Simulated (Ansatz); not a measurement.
## BP: an elastic constant from a strain scan

Level of theory: Ansatz 0.2.0, DFT r2SCAN, scalar-relativistic, plane waves, PAW. Cutoff 500 eV, Γ-centred 10×10×10 k-points, Gaussian smearing of 0.05 eV. No spin polarisation. Energies are free energies at this smearing, counted from the undisturbed cell; pressure is positive in compression.

Zero of the scan (as given, not relaxed at this level; it stands at -0.2 GPa):

```
B P
1.0
     0.00000    2.26900    2.26900
     2.26900    0.00000    2.26900
     2.26900    2.26900    0.00000
B P
1 1
Direct
  0.00000 0.00000 0.00000
  0.75000 0.75000 0.75000
```

The cell is strained by ε times the Voigt pattern (1, 1, 0, 0, 0, 0) (xx, yy, zz, yz, xz, xy; engineering shear) with fractional coordinates fixed. The cell holds 2 atoms in V0 = 23.36 Å³. The stress column is τ = (1/V0) dE/dε, got from the stress tensor σ (compression positive) at each point as −det(1 + εP) σ : P(1 + εP)⁻¹, with P the pattern as a tensor.

| ε | ΔE (meV/atom) | τ (GPa) |
| --- | --- | --- |
| -0.0150 | 6.982 | -13.303 |
| -0.0100 | 2.990 | -8.620 |
| -0.0050 | 0.679 | -4.077 |
| 0.0000 | 0.000 | 0.328 |
| 0.0050 | 0.902 | 4.599 |
| 0.0100 | 3.337 | 8.737 |
| 0.0150 | 7.257 | 12.748 |
| 0.0175 | 9.759 | 14.705 |
| 0.0200 | ? | ? |

Task: Which combination of elastic constants does this scan measure, and how large is it?

Result: For small ε, τ = τ0 + Kε with K = pᵀCp, which for this pattern is 2(C11 + C12) in the cubic axes. The parabola through τ at ε = -0.0050, 0 and 0.0050 has slope K = 868 GPa at zero. The energies per cell, E = NΔE, of the same two points give K = 2[E(ε₊)/ε₊ − E(ε₋)/ε₋]/[(ε₊ − ε₋)V0] = 867 GPa, in agreement.

Task: Predict the withheld row at ε = 0.0200 from the harmonic law, and compare.

Result: ΔE = V0(τ0 ε + Kε²/2)/N = 13.129 meV/atom and τ = 17.68 GPa. The calculation gives 12.616 meV/atom and 16.63 GPa, a miss of 3.9 % of the harmonic energy, so the harmonic law still holds here.